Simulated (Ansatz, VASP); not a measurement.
# Fe: VASP beside Ansatz

File INCAR:

```
PREC = Accurate
ENCUT = 520
EDIFF = 1E-7
ISMEAR = 0
SIGMA = 0.1
LREAL = False
LASPH = True
NELM = 150
ALGO = Fast
ISIF = 2
LWAVE = False
LCHARG = True
ISPIN = 2
MAGMOM = 4
LORBIT = 11
LMAXMIX = 4
GGA = PE
LELF = True
LVHAR = True
NBANDS = 14
```

The input KPOINTS:

```
Automatic mesh
0
Gamma
  8 8 8
```

File POSCAR:

```
Fe
1.0
    0.0000000000      1.9417396906      1.9651051623
    1.4984397099      0.0000000000      1.9651051623
    1.4984397099      1.9417396906      0.0000000000
Fe
1
Direct
    0.0000000000      0.0000000000      0.0000000000
```

Input for Ansatz:

```yaml
crystal:
  lattice:
    - [0.0, 1.9417396906, 1.9651051623]
    - [1.4984397099, 0.0, 1.9651051623]
    - [1.4984397099, 1.9417396906, 0.0]
  atoms:
    - { symbol: Fe, position: [0.0, 0.0, 0.0], spin: 4.0 }
basis:
  ecutwfc: 420
kpoints:
  mp_grid: { grid: [8, 8, 8] }
hamiltonian:
  xc: pbe
scf:
  occupations: { method: gaussian, width: 0.1 }
  lower_state_search: "off"
output:
  forces: true
  stress: true
  eigenvalues: true
  populations: true
magnetization:
  spin_polarized: true
```

Alike in both runs: task single point; functional PBE; k mesh 8 × 8 × 8; occupations gaussian, width 0.1 eV; collinear spin.

|  | VASP | Ansatz |
| --- | --- | --- |
| version | VASP 6.6.1 | Ansatz 0.2.0 |
| potentials or method | VASP PAW PBE potentials, release 64 (Fe) | scalar-relativistic, plane waves, PAW |
| plane-wave cutoff (eV) | 520 | 420 |
| valence electrons in the cell | 8 | 16 |

Ansatz gave:

* gap on the k mesh at the Fermi level (eV): none
* pressure (GPa): 0.7
* largest component of the traceless stress (GPa): 4.97
* net moment per atom (μB): 2.24
* size of the moment on the site where the two differ most (μB): 2.29

**Question.** Estimate VASP's values.

**Answer.** gap on the k mesh at the Fermi level (eV): none; pressure (GPa): 0.8; largest component of the traceless stress (GPa): 4.97; net moment per atom (μB): 2.27; size of the moment on the site where the two differ most (μB): 2.27.

Site moments also hang on the region over which each program counts them. A gap of «none» marks a metal or a gap that the smearing closes. The two sets of potentials don't hold the same shells in valence.

Caveats: the k mesh is coarse (spacing up to 0.39 Å⁻¹), so the values aren't converged.
